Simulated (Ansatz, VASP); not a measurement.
**Be in VASP and in Ansatz**

INCAR

```
SYSTEM = Be
PREC     = Accurate       ! precision mode
ENCUT    = 600            ! plane-wave cutoff, eV
EDIFF    = 1E-6           ! SCF threshold, eV
ISMEAR   = -1             ! smearing method
SIGMA    = 0.05           ! smearing width, eV
LREAL    = .False.        ! projectors in reciprocal space
LASPH    = .True.         ! aspherical terms in the spheres
NELM     = 100            ! most SCF steps
ALGO     = Normal         ! electronic algorithm
ISIF     = 3              ! what is computed and relaxed
LWAVE    = .False.        ! write WAVECAR
LCHARG   = .False.        ! write CHGCAR
GGA      = CA             ! functional
IBRION   = 2              ! ionic algorithm
NSW      = 60             ! ionic steps
EDIFFG   = -0.005         ! ionic threshold
```

Contents of KPOINTS:

```
Automatic mesh
0
Gamma
  21 21 21
  0 0 0
```

POSCAR

```
Be
1.0
    0.0000000000      1.5571298310      1.5571298310
    1.5571298310      0.0000000000      1.5571298310
    1.5571298310      1.5571298310      0.0000000000
Be
1
Direct
    0.0000000000      0.0000000000      0.0000000000
```

Input for Ansatz:

```yaml
crystal:
  lattice:
    - [0.0, 1.557129831, 1.557129831]
    - [1.557129831, 0.0, 1.557129831]
    - [1.557129831, 1.557129831, 0.0]
  atoms:
    - { symbol: Be, position: [0.0, 0.0, 0.0] }
kpoints:
  mp_grid: { grid: [21, 21, 21] }
scf:
  occupations: { method: fermi_dirac, width: 0.05 }
hamiltonian:
  xc: lda
  pseudopotentials: { kind: paw }
output:
  forces: true
  stress: true
  write_density: true
  write_potential: true
  elf: true
  volumetric_format: npy
relax:
  f_tol: 0.005
  max_steps: 40
  cell: {}
```

Alike in both runs: task relaxation of cell and atoms; functional LDA; k mesh 21 × 21 × 21; occupations fermi-dirac, width 0.05 eV; no spin polarisation.

|  | VASP | Ansatz |
| --- | --- | --- |
| version | VASP 6.6.1 | Ansatz 0.2.0 |
| potentials or method | VASP PAW LDA potentials, release 64 (Be) | PAW with Ansatz's default frozen-core files, scalar-relativistic |
| plane-wave cutoff (eV) | 600 | 420 |
| valence electrons in the cell | 2 | 2 |

VASP gave:

```
relaxed volume (Å³/atom)                                     : 7.53
relaxed cell length with the largest relative difference (Å) : 2.200
```

**Question.** Which values does Ansatz return?

**Answer.** Relaxed volume (Å³/atom): 7.50; relaxed cell length with the largest relative difference (Å): 2.197.
